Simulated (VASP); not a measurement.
# Br (P-1) in VASP: single point with PBE

Aim: the single point of Br with PBE.

Everything below comes from runs of VASP 6.6.1. Logs are shortened: lines on timing, memory, paths and dates and some standing lists are left out, and cuts for length are marked.

## (1) Starting point

The typed cell holds 1 atom: a = 3.644 Å, b = 3.747 Å, c = 3.822 Å, α = 58.26°, β = 61.63°, γ = 59.06°.

The cell was built by a generator and needn't be a form met in nature.

## (2) Single point, PBE

INCAR reads:

```
  PREC = Accurate
  ENCUT = 520
  EDIFF = 1E-7
  ISMEAR = -1
  SIGMA = 0.1
  LREAL = False
  LASPH = True
  NELM = 100
  ALGO = Normal
  ISIF = 2
  LWAVE = False
  LCHARG = False
  GGA = PE
  NBANDS = 10
```

KPOINTS reads:

```
Automatic mesh
0
Gamma
  6 6 6
  0 0.5 0.5
```

POSCAR reads:

```
Br
1.0
    0.0345130000      2.5366970000      2.6152290000
    2.6968620000      0.0483780000      2.6013630000
    2.7876770000      2.6136470000     -0.0424370000
Br
1
Direct
    0.0383570000      0.0239730000      0.0178150000
```

Potentials or basis: VASP PAW PBE potentials, release 64 (Br).

The run is started by

```sh
$ cat potpaw_PBE.64/Br/POTCAR > POTCAR
$ mpirun -np 1 vasp_std > vasp.out
```

OUTCAR:

```text
PREC = Accurate
   ENCUT = 520
   EDIFF = 1E-7
   ISMEAR = -1
   LREAL = False
   LASPH = True
   NELM = 100
   ISIF = 2
   GGA = PE

 ion  position               nearest neighbor table
   1  0.038  0.024  0.018-

  LATTYP: Found a triclinic cell.
 ALAT       =     3.6435484818
 B/A-ratio  =     1.4434851096
 C/A-ratio  =     1.0001724980
 COS(alpha) =     0.0079160664
 COS(beta)  =     0.4712014668
 COS(gamma) =     0.7138344308

  Lattice vectors:

 A1 = (  -0.0345130000,  -2.5366970000,  -2.6152290000)
 A2 = (   0.0563020000,   0.0285720000,  -5.2590290000)
 A3 = (   2.6623490000,  -2.4883190000,  -0.0138660000)

Analysis of symmetry for initial positions (statically):
=====================================================================
 Subroutine PRICEL returns:
 Original cell was already a primitive cell.

 Routine SETGRP: Setting up the symmetry group for a
 triclinic supercell.

 Subroutine GETGRP returns: Found  2 space group operations
 (whereof  1 operations were pure point group operations)
 out of a pool of  2 trial point group operations.

The static configuration has the point symmetry C_1 .
 The point group associated with its full space group is S_2 .

Analysis of symmetry for dynamics (positions and initial velocities):
=====================================================================
 Subroutine PRICEL returns:
 Original cell was already a primitive cell.

 Routine SETGRP: Setting up the symmetry group for a
 triclinic supercell.

 Subroutine GETGRP returns: Found  2 space group operations
 (whereof  1 operations were pure point group operations)
 out of a pool of  2 trial point group operations.

The dynamic configuration has the point symmetry C_1 .
 The point group associated with its full space group is S_2 .

 Subroutine INISYM returns: Found  2 space group operations
 (whereof  1 operations are pure point group operations),
 and found     1 'primitive' translations

----------------------------------------------------------------------------------------

                                     Primitive cell

  volume of cell :      36.5322

  direct lattice vectors                    reciprocal lattice vectors
     0.034513000  2.536697000  2.615229000    -0.186167035  0.201635810  0.189251583
     2.696862000  0.048378000  2.601363000     0.190049569 -0.199601219  0.191099377
     2.787677000  2.613647000 -0.042437000     0.177168203  0.190602385 -0.187216915

  length of vectors
     3.643548482  3.747331655  3.821530400     0.333363655  0.335378081  0.320574507

  position of ions in fractional coordinates (direct lattice)
     0.038357000  0.023973000  0.017815000

  ion indices of the primitive-cell ions
   primitive index   ion index
                 1           1

----------------------------------------------------------------------------------------

 KPOINTS: Automatic mesh

Automatic generation of k-mesh.
 Grid dimensions read from file:
 generate k-points for:    6    6    6

 Generating k-lattice:

  Cartesian coordinates                     Fractional coordinates (reciprocal lattice)
    -0.031027839  0.033605968  0.031541930     0.166666667  0.000000000 -0.000000000
     0.031674928 -0.033266870  0.031849896     0.000000000  0.166666667 -0.000000000
     0.029528034  0.031767064 -0.031202819     0.000000000  0.000000000  0.166666667

  Length of vectors
     0.055560609  0.055896347  0.053429084

  Shift w.r.t. Gamma in fractional coordinates (k-lattice)
     0.000000000  0.500000000  0.500000000

 Subroutine IBZKPT returns following result:
 ===========================================

 Found    108 irreducible k-points:

 Following reciprocal coordinates:
            Coordinates               Weight
  0.000000  0.083333  0.083333      2.000000
  0.166667  0.083333  0.083333      2.000000
  0.333333  0.083333  0.083333      2.000000
  0.500000  0.083333  0.083333      2.000000
 -0.333333  0.083333  0.083333      2.000000
 -0.166667  0.083333  0.083333      2.000000
[... 16 lines left out ...]
 -0.333333 -0.416667  0.083333      2.000000
 -0.166667 -0.416667  0.083333      2.000000
 [... further k-points ...]
   k-points           NKPTS =    108   k-points in BZ     NKDIM =    108   number of bands    NBANDS=     10
   number of dos      NEDOS =    301   number of ions     NIONS =      1
   total plane-waves  NPLWV =  21952
   dimension x,y,z NGX =    28 NGY =   28 NGZ =   28
   dimension x,y,z NGXF=    56 NGYF=   56 NGZF=   56
   ions per type =               1
   NGX,Y,Z   is equivalent  to a cutoff of  12.78, 12.42, 12.18 a.u.
   NGXF,Y,Z  is equivalent  to a cutoff of  25.55, 24.84, 24.36 a.u.
 SYSTEM =  unknown system
   PREC   = accura    normal or accurate (medium, high low for compatibility)
   ISTART =      0    job   : 0-new  1-cont  2-samecut
   ICHARG =      2    charge: 1-file 2-atom 10-const
   ISPIN  =      1    spin polarized calculation?
   LNONCOLLINEAR =      F non collinear calculations
   LSORBIT =      F    spin-orbit coupling
   LASPH  =      T    aspherical Exc in radial PAW
   ENCUT  =  520.0 eV  38.22 Ry    6.18 a.u.   6.77  6.97  7.11*2*pi/ulx,y,z
   NELM   =    100;   NELMIN=  2; NELMDL= -5     # of ELM steps
   EDIFF  = 0.1E-06   stopping-criterion for ELM
   LREAL  =      F    real-space projection
   EDIFFG = 0.1E-05   stopping-criterion for IOM
   NSW    =      0    number of steps for IOM
   IBRION =     -1    ionic relax: 0-MD 1-quasi-New 2-CG
   NFREE  =      0    steps in history (QN), initial steepest desc. (CG)
   ISIF   =      2    stress and relaxation
   ISYM   =      2    0-nonsym 1-usesym 2-fastsym
   POTIM  = 0.5000    time-step for ionic-motion
   TEBEG  =    0.0;   TEEND  =   0.0 temperature during run
   PSTRESS=    0.0 pullay stress
   NELECT =       7.0000    total number of electrons
   NUPDOWN=      -1.0000    fix difference up-down
   EMIN   =  10.00;   EMAX   =-10.00  energy-range for DOS
   EFERMI =   0.00;   METHOD = LEGACY
   ISMEAR =    -1;   SIGMA  =   0.10  broadening in eV -4-tet -1-fermi 0-gaus
   EFERMI_NEDOS =   21; number of points for ismear=-14 and -15
   IALGO  =     38    algorithm
   IMIX   =      4    mixing-type and parameters
     AMIX     =   0.40;   BMIX     =  1.00
     AMIX_MAG =   1.60;   BMIX_MAG =  1.00
  volume/ion in A,a.u.               =      36.53       246.53
  Fermi-wavevector in a.u.,A,eV,Ry     =   0.943805  1.783532 12.119623  0.890767
  Thomas-Fermi vector in A             =   2.071548
   LORBIT       =      0    0 simple, 1 ext, 2 COOP (PROOUT), +10 PAW based schemes
   GGA     = PE    functional components
   LHFCALC =     F    Hartree Fock is set to
   AEXX    =    0.0000 exact exchange contribution
   IVDW    =     0    specifies the selected vdW correction
   LEPSILON=     F    determine dielectric tensor
   LRPA    =     F    only Hartree local field effects (RPA)
 non-spin polarized calculation
  energy-cutoff  :      520.00
  volume of cell :       36.53
 maximum number of plane-waves:       998
   NGX = 13   NGY = 13   NGZ = 15

 number of electron       6.9999999 magnetization

 Free energy of the ion-electron system (eV)
  ---------------------------------------------------
  ext. energy  EPLUGINS =         0.00000000
  ---------------------------------------------------
  free energy    TOTEN  =        -0.86911919 eV

  energy without entropy =       -0.77317558  energy(sigma->0) =       -0.82114739

 E-fermi :  -1.3508     XC(G=0):  -7.8239

 val. band max:       -1.3512553329   @ k =  -0.1667  -0.0833   0.0833
 cond. band min:      -1.3506804791   @ k =   0.0000   0.0833   0.4167
 fundamental gap:      0.0005748538
 Fermi energy:        -1.3508153011

 k-point     1 :       0.0000    0.0833    0.0833
  band No.  band energies     occupation
      1     -15.0770      2.00000
      2      -1.2118      0.39863
      3      -0.9792      0.04748
      4      -0.9370      0.03140
      5       5.7602      0.00000
      6      10.2302      0.00000
      7      11.2871      0.00000
      8      11.5634      0.00000
      9      12.6986      0.00000
     10      14.7351      0.00000

 k-point     2 :       0.1667    0.0833    0.0833
  band No.  band energies     occupation
      1     -15.0227      2.00000
      2      -1.5676      1.79470
      3      -1.0915      0.13922
      4      -0.9097      0.02400
      5       6.1468      0.00000
      6      10.2936      0.00000
      7      10.9339      0.00000
      8      11.6332      0.00000
      9      13.3092      0.00000
     10      13.7884      0.00000

 k-point     3 :       0.3333    0.0833    0.0833
  band No.  band energies     occupation
      1     -14.7470      2.00000
      2      -2.9397      2.00000
      3      -1.4280      1.36793
      4      -1.0389      0.08467
      5       7.3078      0.00000
      6      10.0268      0.00000
      7      10.7533      0.00000
      8      11.4790      0.00000
      9      13.2105      0.00000
     10      14.8644      0.00000

 k-point     4 :       0.5000    0.0833    0.0833
  band No.  band energies     occupation
      1     -14.5064      2.00000
      2      -3.8723      2.00000
      3      -1.5942      1.83874
      4      -1.1895      0.33243
      5       7.2268      0.00000
      6       9.8607      0.00000
      7      10.9442      0.00000
      8      11.6070      0.00000
      9      14.9380      0.00000
     10      15.6640      0.00000

 k-point     5 :      -0.3333    0.0833    0.0833
  band No.  band energies     occupation
      1     -14.5721      2.00000
      2      -3.6347      2.00000
      3      -1.4670      1.52318
      4      -1.2514      0.54005
      5       7.2844      0.00000
      6       9.7262      0.00000
      7      11.1901      0.00000
      8      11.3621      0.00000
      9      14.9168      0.00000
     10      15.1972      0.00000

 k-point     6 :      -0.1667    0.0833    0.0833
  band No.  band energies     occupation
      1     -14.8657      2.00000
      2      -2.3837      1.99993
      3      -1.1912      0.33698
      4      -1.1381      0.21299
      5       7.0146      0.00000
      6       9.8591      0.00000
      7      10.6489      0.00000
      8      11.8003      0.00000
      9      12.7858      0.00000
     10      14.3857      0.00000
[... 183 lines left out ...]
 k-point    21 :       0.3333   -0.4167    0.0833
  band No.  band energies     occupation
      1     -14.3632      2.00000
      2      -3.3611      2.00000
      3      -2.5400      1.99999
      4      -1.8197      1.98177
      5       7.3702      0.00000
      6       9.1273      0.00000
      7      10.7940      0.00000
      8      12.6611      0.00000
      9      15.5528      0.00000
     10      17.1934      0.00000

 k-point    22 :       0.5000   -0.4167    0.0833
  band No.  band energies     occupation
      1     -14.3424      2.00000
      2      -3.6001      2.00000
      3      -2.2601      1.99978
      4      -1.8346      1.98427
      5       6.4631      0.00000
      6       7.7707      0.00000
      7      12.9501      0.00000
      8      14.1949      0.00000
      9      17.4398      0.00000
     10      17.6905      0.00000

 k-point    23 :      -0.3333   -0.4167    0.0833
  band No.  band energies     occupation
      1     -14.4048      2.00000
      2      -3.4723      2.00000
      3      -2.1337      1.99920
      4      -1.8438      1.98564
      5       6.7647      0.00000
      6       7.9221      0.00000
      7      12.5067      0.00000
      8      14.7138      0.00000
      9      15.3027      0.00000
     10      17.5663      0.00000

 k-point    24 :      -0.1667   -0.4167    0.0833
  band No.  band energies     occupation
      1     -14.4844      2.00000
      2      -3.4259      2.00000
      3      -2.0575      1.99830
      4      -1.6144      1.86627
      5       7.8808      0.00000
      6       9.2708      0.00000
      7      10.5516      0.00000
      8      12.1246      0.00000
      9      15.0730      0.00000
     10      17.2115      0.00000

 [... further k-points ...]

------------------------ aborting loop because EDIFF is reached ----------------------------------------

  FORCE on cell =-STRESS in cart. coord.  units (eV):
  Direction    XX          YY          ZZ          XY          YZ          ZX
  --------------------------------------------------------------------------------------
  -------------------------------------------------------------------------------------
  Total       -0.5852829     -0.8791617     -0.7669666      0.1666263     -0.0510244     -0.0485476
  in kB      -25.6684804    -38.5569893    -33.6365008      7.3076541     -2.2377554     -2.1291284
  external PRESSURE =     -32.6206568 kB  Pullay stress =       0.0000000 kB

 VOLUME and BASIS-vectors are now :
 -----------------------------------------------------------------------------
  energy-cutoff  :      520.00
  volume of cell :       36.53
      direct lattice vectors                 reciprocal lattice vectors
     0.034513000  2.536697000  2.615229000    -0.186167035  0.201635810  0.189251583
     2.696862000  0.048378000  2.601363000     0.190049569 -0.199601219  0.191099377
     2.787677000  2.613647000 -0.042437000     0.177168203  0.190602385 -0.187216915

 POSITION                                       TOTAL-FORCE (eV/Angst)
 -----------------------------------------------------------------------------------
      0.11564      0.14502      0.16192        -0.000000      0.000000     -0.000000
 -----------------------------------------------------------------------------------
    total drift:                               -0.000002      0.000001     -0.000004

  FREE ENERGIE OF THE ION-ELECTRON SYSTEM (eV)
  ---------------------------------------------------
  free  energy   TOTEN  =        -0.8691191912 eV

  energy  without entropy=       -0.7731755838  energy(sigma->0) =       -0.82114739
```

Run time: 15 s. Hardware: 1 thread of Intel Xeon 6975P-C (Granite Rapids), shared host; peak memory 0.17 GiB.

Results:

```yaml
Free_energy: -0.8691 eV
Pressure: -3.3 GPa
Band_gap_on_the_k_mesh: none (metal or under the smearing width)
```

Levels at points of the mesh, in eV from the Fermi level:
```tsv
k point	band 2	band 3	band 4	band 5	band 6	band 7
(0.00, 0.08, 0.08)	0.14	0.37	0.41	7.11	11.58	12.64
```

Caveat: an odd number of electrons without spin polarisation forces a metal; a magnetic or distorted state may lie lower.
